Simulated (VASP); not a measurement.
Crystal: TiTe.

```
Ti Te
1.0
     0.00000    3.31060    3.31060
     3.31060    0.00000    3.31060
     3.31060    3.31060    0.00000
Ti Te
1 1
Direct
  0.00000 0.00000 0.00000
  0.25000 0.25000 0.25000
```

The cell comes from a database or a generator and needn't be the stable form of this composition.

Base run:

```yaml
Program: VASP 6.6.1
Functional: PBE
Potentials_or_basis: VASP PAW PBE potentials, release 64 (Ti_sv, Te)
Cutoff: 520 eV
k_mesh: 5 × 5 × 5
Occupations: gaussian, width 0.05 eV
Spin: collinear spin, ferromagnetic start
Starting_moments: "[1.0, 0.0] μB"
```

Its results: pressure -3.9 GPa.

Problem. The run is repeated on the same cell with these changes: fixed moment from none to 0 μB. What comes out?

Solution. Pressure -6.4 GPa.

Caveats: the total moment is fixed, so each spin has its own Fermi level (some runs).
